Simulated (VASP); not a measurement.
# Tb: single point with PBE

The system is Tb.

```
Tb
1.0
    -2.01000    2.01000    2.01000
     2.01000   -2.01000    2.01000
     2.01000    2.01000   -2.01000
Tb
1
Direct
  0.00000 0.00000 0.00000
```

This isn't the form of Tb at room conditions, which is hcp.

| Item | Value |
| --- | --- |
| Program | VASP 6.6.1 |
| Task | single point |
| Functional | PBE |
| Potentials or basis | VASP PAW PBE potentials, release 64 (Tb) |
| Cutoff | 520 eV |
| k mesh | 9 × 9 × 9 |
| Occupations | fermi-dirac, width 0.05 eV |
| Spin | collinear spin, ferromagnetic start |
| Starting moments | [6.0] μB |
| Further INCAR settings | ALGO = Normal; EDIFF = 1e-07; NBANDS = 20 |

```json
{"Pressure": "0.2 GPa", "Band gap on the k mesh": "none (metal or under the smearing width)", "Net moment": "5.88 μB per cell", "Site moments": "Tb +5.68 μB", "Valence electrons inside the program's atomic spheres": "Tb 16.32"}
```

Levels at points of the mesh, in eV from the Fermi level:
Spin up:
| k point | band 8 | band 9 | band 10 | band 11 | band 12 | band 13 | band 14 | band 15 | band 16 | band 17 |
| --- | --- | --- | --- | --- | --- | --- | --- | --- | --- | --- |
| (0.00, 0.00, 0.00) | -4.07 | -3.99 | -3.83 | -3.83 | -3.83 | 1.73 | 1.73 | 1.73 | 3.87 | 3.87 |
Spin down:
| k point | band 4 | band 5 | band 6 | band 7 | band 8 | band 9 |
| --- | --- | --- | --- | --- | --- | --- |
| (0.00, 0.00, 0.00) | -20.55 | -4.65 | -0.10 | -0.10 | -0.10 | 0.69 |

Run time: 2.2 min on 1 thread of Intel(R) Xeon(R) Platinum 8488C (Sapphire Rapids) (shared host), peak memory 0.2 GiB.

Caveat: the magnetic or orbital state may not be the lowest; spin-orbit coupling is left out, which moves the levels of the heavy elements. The state reached can hang on the start; a lower one may exist.
